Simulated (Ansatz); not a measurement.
The system is Sn.

```
CELL_PARAMETERS angstrom
0.00000 3.23334 3.23334
3.23334 0.00000 3.23334
3.23334 3.23334 0.00000
ATOMIC_POSITIONS crystal
Sn 0.75000 0.75000 0.75000
Sn 0.50000 0.50000 0.50000
```

This isn't the form of Sn at room conditions, which is tetragonal (white tin).

| Quantity | Value |
| --- | --- |
| Program | Ansatz 0.2.0 |
| Task | relaxation of cell and atoms |
| Functional | HSE03 |
| Potentials or basis | Ansatz PAW |
| Cutoff | 420 eV (not typed: the program's choice for these potentials) |
| k mesh | 4 × 4 × 4 |
| Occupations | fermi-dirac, width 0.05 eV |
| Spin | no spin polarisation |

At the start: volume 33.80 Å³/atom.

**Question.** Where does the relaxation end?

**Answer.** It ends after 5 steps and the volume is 35.84 Å³/atom (+6.0 %); space group Fd-3m (No. 227, to 0.05 Å).

The path:
| step | energy change (eV) | largest force (eV/Å) | volume (Å³) |
| --- | --- | --- | --- |
| 1 | 0.0000 | 0.0000 | 67.61 |
| 2 | -0.0197 | 0.0000 | 74.53 |
| 3 | -0.0328 | 0.0000 | 72.06 |
| 4 | -0.0331 | 0.0000 | 71.68 |
| 5 | -0.0339 | 0.0000 | 71.68 |

Final structure:
```xyz
2
Lattice="0.0000 3.2971 3.2971 3.2971 0.0000 3.2971 3.2971 3.2971 0.0000" Properties=species:S:1:pos:R:3 pbc="T T T"
Sn    4.9456    4.9456    4.9456
Sn    3.2971    3.2971    3.2971
```

Caveat: the k mesh is coarse (spacing up to 0.42 Å⁻¹), so the values aren't converged, least of all with exact exchange; the plane-wave basis is chosen anew once the cell has moved, so the energies of steps on either side of that aren't comparable; the PAW data sets come from PBE, with cores solved anew for the run's functional, which leaves a small shift of forces and pressure.
